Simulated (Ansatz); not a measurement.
# Zn: the cost of one run

Program: Ansatz 0.2 development build. Level of theory: DFT, PBE, all-electron, task scf. These are calculated values, not measurements.

### Step 1. The structure to begin with

It takes space group Pm-3m (No. 221, cubic). Conventional cell: a = 9.000 Å, b = 9.000 Å, c = 9.000 Å, α = 90.00°, β = 90.00°, γ = 90.00°.

As a file:

```
CELL_PARAMETERS angstrom
9.00000 0.00000 0.00000
0.00000 9.00000 0.00000
0.00000 0.00000 9.00000
ATOMIC_POSITIONS crystal
Zn 0.50000 0.50000 0.50000
```

### Step 2. The run

The input, input.yaml:

```yaml
crystal:
  lattice:
    - [9, 0, 0]
    - [0, 9, 0]
    - [0, 0, 9]
  atoms:
    - { symbol: Zn, position: [0.5, 0.5, 0.5] }
kpoints:
  mp_grid: { grid: [1, 1, 1], shift: [0, 0, 0] }
hamiltonian:
  xc: pbe
  dispersion: none
  pseudopotentials: { kind: all_electron }
magnetization:
  spin_polarized: false
scf:
  max_iter: 300
  occupations: { method: fixed }
  convergence: { dr2_threshold: "1e-11 eV" }
output:
  forces: false
  stress: false
  eigenvalues: true
  embedding: [{ level: pbe0 }]
  active_space: { bands: [lowest, v1] }
```

Command:

```
ansatz run input.yaml --threads 11 --backend cpu --events-out ev
```

**Question.** How long does this run take on 11 threads of Arm Neoverse V2 (Grace), shared host, and how much memory does it need?

About 33 s, with a peak of 12 GiB.
